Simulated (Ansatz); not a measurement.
B, space group P6/mmm: an all-electron equation of state, run with the Python package of Ansatz (0.2.0).

The script, `eos_lapw_b.py`:
```python
# -*- coding: utf-8 -*-
"""E(V) of B on LAPW."""

import warnings

import ansatz
from ase.eos import EquationOfState
from ase.units import GPa
import numpy as np

OCCUPATIONS = "fermi_dirac"
SIGMA = 0.1
KMESH = (15, 15, 6)

VECTORS = np.array([
    [1.70243358, 0.0, 0.0],
    [-0.85121679, 1.47435072, 0.0],
    [0.0, 0.0, 3.63542285],
])
SITES = [
    ("B", (0.0, 0.0, 0.0)),
]


def make_crystal(cell):
    crystal = ansatz.Crystal(lattice=ansatz.Lattice.of(cell))
    for symbol, position in SITES:
        crystal = crystal.atom(symbol, position)
    return crystal


def main():
    warnings.simplefilter("ignore", ansatz.DeckWarning)

    volumes, energies = [], []
    for scale in np.linspace(0.94, 1.06, 5):
        cell = VECTORS * scale ** (1 / 3)
        job = (
            make_crystal(cell).calculation()
            .occupations(OCCUPATIONS, width=SIGMA)
            .functional(ansatz.Functional.PBESOL)
            .kpoints(*KMESH)
            .pseudopotentials("all_electron", lapw=True)
        )
        summary = job.run().report
        volumes.append(abs(np.linalg.det(cell)) / len(SITES))
        energies.append(summary["free_energy_ev"] / len(SITES))
        print(f"{scale:.3f} {volumes[-1]:9.4f} A^3/atom {energies[-1]:16.5f} eV/atom  +- {1000 * summary['lapw_basis_errors']['total_ev_per_atom']:.2f} meV")
    v0, e0, bulk = EquationOfState(volumes, energies, eos="birchmurnaghan").fit()
    print(f"V0 = {v0:.4f} A^3/atom, B0 = {bulk / GPa:.1f} GPa")


if __name__ == "__main__":
    main()
```

Its results, one of them left out:

| V (Å³/atom) | F less the lowest row shown (meV/atom) |
| --- | --- |
| 8.577 | 26.37 |
| 8.851 | 7.56 |
| 9.125 | 0.00 |
| 9.399 | 2.13 |
| 9.672 | ? |

What is the missing energy at 9.672 Å³ an atom?

A third-order Birch-Murnaghan fit, E = E0 + (9 V0 B0 / 16) [(t - 1)³ B' + (t - 1)² (6 - 4t)] with t = (V0/V)^(2/3), through the 4 rows shown gives V0 = 9.196 Å³, B0 = 182.7 GPa, B' = 4.03 and E0 = -0.32 meV. At V = 9.672 Å³, t = 0.96691, and the fit extrapolates to 12.59 meV. The run gave 12.59 meV, a miss of 0.00 meV.

Notes:
- Shape and fractional positions are held along the curve, so the bulk modulus is an upper value where they are free to relax, by a factor of two or more in layered or hydrogen-bonded cells.
- For a metal this k-point mesh is coarse: on a finer one energies can move by several to tens of meV an atom and pressures by half a GPa or more, differences at one mesh by less.
- This isn't the structure that B takes at ambient conditions.
- Timing: 7.2 s on 1 thread of Intel(R) Xeon(R) 6975P-C (Granite Rapids), on a shared host, peak memory 0.33 GiB.

(A comment or docstring line of the script was reworded after the run, the code is as it ran.)
